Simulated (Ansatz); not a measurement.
## Relativity in LiBr

```
Li Br
1.0
     0.00000    2.74450    2.74450
     2.74450    0.00000    2.74450
     2.74450    2.74450    0.00000
Li Br
1 1
Direct
  0.00000 0.00000 0.00000
  0.50000 0.50000 0.50000
```

Atoms are numbered in the order listed.

The cell is COD entry 1011363, as deposited and not checked against the literature; nothing was relaxed. It is an old determination, and later ones may differ.

One fixed cell is solved with PBE by LAPW (all electrons) in Ansatz 0.2.0 under different relativistic treatments. Pressure is positive in compression.

Sampling and basis: a Γ-centred 8×8×8 k mesh, Fermi–Dirac smearing of 0.03 eV, basis error target 0.5 meV/atom, no spin polarisation.

| setting | P (GPa) | gap over the k mesh and a high-symmetry path (eV) | lowest level at Γ above −25 eV, from the valence-band top or, without a gap, the Fermi level (eV) |
| --- | --- | --- | --- |
| scalar-relativistic | 0.32 | ? | -13.46 |
| non-relativistic | 0.48 | 5.30 | -12.82 |
| with spin–orbit coupling | 0.32 | 4.79 | ? |

(1) What belongs in the row "scalar-relativistic", column "gap over the k mesh and a high-symmetry path (eV)"?

(2) Fill in "lowest level at Γ above −25 eV, from the valence-band top or, without a gap, the Fermi level (eV)" for the row "with spin–orbit coupling".

## Answers

(1) 4.96.

(2) -13.63.
